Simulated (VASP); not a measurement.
Here is a VASP 6.6.1 calculation.

INCAR

```
ALGO = Normal
EDIFF = 1E-7
EDIFFG = -0.005
ENCUT = 600
IBRION = 2
ISIF = 3
ISMEAR = 0
KPAR = 2
LASPH = T
LCHARG = F
LMIXTAU = T
LREAL = F
LWAVE = F
METAGGA = R2SCAN
NELM = 80
NSW = 90
PREC = Accurate
SIGMA = 0.03
```

Contents of KPOINTS:

```
k-points
0
Gamma
  9 9 4
```

File POSCAR:

```
CdSe                                    
1.0
    4.3471375919      0.0000000000      0.0000000000
   -2.1735687960      3.7647315884     -0.0000000000
    0.0000000000      0.0000000000      7.0848595005
  Cd              Se            
     2     2
Direct
     0.3333333332999970    0.6666666667000030    0.0045193206025462
     0.6666666667000030    0.3333333332999970    0.5045193206025461
     0.3333333332999970    0.6666666667000030    0.3804806793974519
     0.6666666667000030    0.3333333332999970    0.8804806793974519
```

Potentials or basis: VASP PAW PBE potentials, release 64 (Cd, Se).

The run is started by

```console
$ cat potpaw_PBE.64/Cd/POTCAR potpaw_PBE.64/Se/POTCAR > POTCAR
$ mpirun -np 2 vasp_std > vasp.out
```

Task: What does it give for the space group after relaxing (to 0.05 Å)?

Result: P6_3mc (No. 186).

Task: What does it give for the band gap on the k mesh?

Result: 1.09 eV, direct.

Task: What does it give for the relaxed cell?

Result: a = 4.345 Å, b = 4.345 Å, c = 7.085 Å, α = 90.00°, β = 90.00°, γ = 120.00°.

Final structure:
```cif
data_structure
_symmetry_space_group_name_H-M 'P 1'
_symmetry_Int_Tables_number 1
_cell_length_a 4.3455
_cell_length_b 4.3455
_cell_length_c 7.0855
_cell_angle_alpha 90.000
_cell_angle_beta 90.000
_cell_angle_gamma 120.000
_cell_volume 115.87
loop_
_atom_site_label
_atom_site_type_symbol
_atom_site_fract_x
_atom_site_fract_y
_atom_site_fract_z
_atom_site_occupancy
Cd1 Cd 0.33333 0.66667 0.00450 1
Cd2 Cd 0.66667 0.33333 0.50450 1
Se1 Se 0.33333 0.66667 0.38050 1
Se2 Se 0.66667 0.33333 0.88050 1
```

Caveat: the PAW data sets were made with another functional, which shifts forces and pressure a little. r2SCAN opens gaps a little over a GGA but as a rule still falls short of measured ones.
